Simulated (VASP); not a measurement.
Set up this calculation in VASP 6.6.1, as the native input.

* Task: relaxation of shape and atoms at fixed volume
* Functional: LDA
* Potentials or basis: VASP PAW LDA potentials, release 64 (Mo_sv, Se)
* Cutoff: 600 eV
* k mesh: 9 × 9 × 2
* Occupations: gaussian, width 0.03 eV
* Spin: no spin polarisation
* Further INCAR settings: ALGO = Normal; EDIFF = 1e-07; IBRION = 2; EDIFFG = -0.01; NSW = 40; ISIF = 4

The structure of MoSe2 lies in POSCAR:

```
MoSe2                                   
1.0
    3.1854250306      0.0000000000      0.0000000000
   -1.5927125152      2.7586589982      0.0000000000
    0.0000000000      0.0000000000     12.4787264951
  Mo              Se            
     2     4
Direct
     0.3333333332999970    0.6666666667000030    0.2500000000000000
     0.6666666667000030    0.3333333332999970    0.7500000000000000
     0.3333333332999970    0.6666666667000030    0.6196545790875803
     0.6666666667000030    0.3333333332999970    0.1196545790875803
     0.3333333332999970    0.6666666667000030    0.8803454209124197
     0.6666666667000030    0.3333333332999970    0.3803454209124197
```

The cell isn't the ideal one: a relaxed cell with its volume scaled by 0.94.

One way to write it, as run:

INCAR

```
SYSTEM = MoSe2
PREC = Accurate ; ENCUT = 600
EDIFF = 1E-7 ; ISMEAR = 0
SIGMA = 0.03 ; LREAL = .False.
LASPH = .True. ; NELM = 80
ALGO = Normal ; ISIF = 4
LWAVE = .False. ; LCHARG = .False.
IBRION = 2 ; NSW = 40
EDIFFG = -0.01 ; KPAR = 2
```

KPOINTS

```
Automatic mesh
0
Gamma
  9 9 2
  0 0 0
```

Potentials or basis: VASP PAW LDA potentials, release 64 (Mo_sv, Se).

Launch:

```bash
$ cat potpaw_LDA.64/Mo_sv/POTCAR potpaw_LDA.64/Se/POTCAR > POTCAR
$ mpirun -np 2 vasp_std > vasp.out
```

It gave:

```yaml
Energy_gained_by_relaxing: 22.3 meV/atom
Ionic_steps: 8
Pressure_after_relaxing: 3.9 GPa
Band_gap_on_the_k_mesh: 0.61 eV, indirect (least direct gap 1.51 eV)
```

Caveat: an odd mesh through Γ misses points on the zone boundary, where band edges often lie.

It took 2.1 min on 2 MPI ranks on AMD EPYC 9R45 96-Core Processor (Zen 5), with other jobs on the host, peak memory 0.24 GiB a rank.
